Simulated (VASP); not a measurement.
Runs of VASP 6.6.1 on TiSe2. It takes space group P-3m1 (No. 164, trigonal). Conventional cell: a = 3.482 Å, b = 3.482 Å, c = 5.859 Å, α = 90.00°, β = 90.00°, γ = 120.00°. Around Ti (site symmetry -3m) lie 6 Se at 2.54 Å. Se (site symmetry 3m) has 3 Ti at 2.54 Å as nearest neighbours. 

```csv
task,level,potentials or basis,spin,cell,cutoff (eV),k mesh for the DOS,occupations for the DOS,gap on the mesh (eV),pressure (GPa),relaxed volume (Å³/atom),largest force (eV/Å)
relaxation of cell and atoms,PBE+D3(BJ),"VASP PAW PBE potentials, release 64 (Ti_sv, Se)",off,relaxed,600,-,-,none,0.0,20.52,-
relaxation of cell and atoms,PBE,"VASP PAW PBE potentials, release 64 (Ti_sv, Se)",off,relaxed,600,-,-,none,0.0,24.27,-
band structure,PBE,"VASP PAW PBE potentials, release 64 (Ti_sv, Se)",off,"P-3m1, 20.52 Å³/atom",520,-,-,-,3.6,-,0.01
relaxation of cell and atoms,LDA,"VASP PAW LDA potentials, release 64 (Ti_sv, Se)",off,relaxed,600,-,-,none,0.0,(a),-
band structure,r2SCAN,"VASP PAW PBE potentials, release 64 (Ti_sv, Se)",off,"P-3m1, 20.52 Å³/atom",520,-,-,-,3.3,-,(b)
band structure,PBE,"VASP PAW PBE potentials, release 64 (Ti_sv, Se)","SOC, no magnetisation","P-3m1, 20.52 Å³/atom",520,-,-,-,3.6,-,0.01
```

Alike in all rows: k mesh 12 × 12 × 6; smearing methfessel-paxton 0.1 eV.

Fill in the values left out.

(a) 19.82; (b) 0.31.

Caveats: pairwise dispersion overbinds metals, which lowers pressure and volume (some runs); this functional lacks dispersion, which binds the layers, so the pressure and a relaxed spacing across them are unreliable (some runs); the volume moved by +12 % from the deposited cell, more than functionals usually miss (some runs); the PAW data sets were made with another functional, which shifts forces and pressure a little (some runs).

A k mesh can miss the band edges, and rows without SOC leave out spin-orbit coupling on Se.

A gap of «none» marks a metal or a gap under the smearing width.
